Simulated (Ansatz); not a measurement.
**Se: properties at the relaxed cell**

One table from this session's results is given with a row withheld; the runs are named, their logs left out.

Program: Ansatz 0.2.0. Level of theory: DFT PBEsol, scalar-relativistic, plane waves, PAW. These are calculated values, not measurements.

2 further runs of the same task are left out: 2 set aside as unsound or not needed.

## The structure to begin with

Symmetry: R-3, No. 148, trigonal system. The conventional cell has a = 10.703 Å, b = 10.703 Å, c = 4.567 Å, α = 90.00°, β = 90.00°, γ = 120.00°. Se (site symmetry 1) has 2 Se at 2.43 Å in its first shell of neighbours.

As a file:

```cif
data_structure
_symmetry_space_group_name_H-M 'P 1'
_symmetry_Int_Tables_number 1
_cell_length_a 6.3641
_cell_length_b 6.3641
_cell_length_c 6.3641
_cell_angle_alpha 114.468
_cell_angle_beta 114.468
_cell_angle_gamma 114.468
_cell_volume 151.01
loop_
_atom_site_label
_atom_site_type_symbol
_atom_site_fract_x
_atom_site_fract_y
_atom_site_fract_z
_atom_site_occupancy
Se1 Se 0.30252 0.16717 0.90908 1
Se2 Se 0.90908 0.30252 0.16717 1
Se3 Se 0.16717 0.90908 0.30252 1
Se4 Se 0.69748 0.83283 0.09092 1
Se5 Se 0.09092 0.69748 0.83283 1
Se6 Se 0.83283 0.09092 0.69748 1
```

This cell was relaxed beforehand with the same method: volume 25.17 Å³/atom, gap on the mesh 0.98 eV.

Set-up of the first run:

Contents of input.yaml:

```yaml
crystal:
  lattice:
    - [5.3514623827, 3.0896682472, 1.5222232923]
    - [-5.3514623827, 3.0896682472, 1.5222232923]
    - [0.0, -6.1793364945, 1.5222232922]
  atoms:
    - { symbol: Se, position: [0.3025245758, 0.1671748821, 0.9090848794] }
    - { symbol: Se, position: [0.9090848794, 0.3025245758, 0.1671748821] }
    - { symbol: Se, position: [0.1671748821, 0.9090848794, 0.3025245758] }
    - { symbol: Se, position: [0.6974754242, 0.8328251179, 0.0909151206] }
    - { symbol: Se, position: [0.0909151206, 0.6974754242, 0.8328251179] }
    - { symbol: Se, position: [0.8328251179, 0.0909151206, 0.6974754242] }
basis:
  ecutwfc: 420
kpoints:
  mp_grid: { grid: [6, 6, 6] }
  band_path:
    path:
      - [[0.0, 0.0, 0.0], [0.5, 0.0, 0.0], [0.5, -0.5, 0.5], [0.20712256, -0.79287744, 0.20712256]]
      - [[0.20712256, 0.20712256, 0.20712256], [0.0, 0.0, 0.0], [0.5, -0.5, 0.0]]
    npoints: 14
hamiltonian:
  xc: pbesol
scf:
  occupations: { method: gaussian, width: 0.02 }
  n_extra_bands: 15
output:
  forces: true
  stress: true
  eigenvalues: true
  populations: true
  dos: { projected: true, de: 0.02, nscf_kmesh: { grid: [9, 9, 9] } }
  bader: true
  write_density: true
  write_potential: true
  elf: true
  volumetric_format: npy
```

Command:

```sh
> ansatz run input.yaml --threads 1 --pin off --max-ram 2560MiB --backend cpu --events-out ev --progress --plain --runs-dir out
```

Among the steps run: Static run: bands, density of states and charges; Seeking the band edges over the whole zone; Levels beside the edges; The cell scaled to 0.97 of its volume; The cell scaled to 1.03 of its volume; The cell scaled to 0.94 of its volume; The cell scaled to 1.06 of its volume.

One table of the session follows, with a row left open; its other results are not shown here.

It belongs to the step «Energy against volume». 

| volume (Å³/atom) | energy above the lowest point (meV/atom) | pressure (GPa) | gap on the mesh (eV) |
| --- | --- | --- | --- |
| 23.659 | 4.7 | 1.13 | 0.80 |
| 24.414 | 1.1 | 0.50 | 0.89 |
| 25.169 | 0.0 | 0.00 | 0.98 |
| 25.924 | ? | ? | ? |
| 26.679 | 2.8 | -0.54 | 1.15 |

Estimate the missing values for volume (Å³/atom) = 25.924.

Worked estimate for «energy above the lowest point (meV/atom)». A straight line through the neighbours (25.169, 0.0) and (26.679, 2.8) gives 0.0 + (2.8 − 0.0) × (25.924 − 25.169) / (26.679 − 25.169) = 1.4; a parabola fitted to 3 rows on both sides gives 0.6.

As computed: energy above the lowest point (meV/atom): 0.8; pressure (GPa): -0.33; gap on the mesh (eV): 1.07. In «energy above the lowest point (meV/atom)» the line misses by +0.6 and the parabola by -0.2.

Limits of these values: Warnings in the runs' records: gap smaller between mesh points.
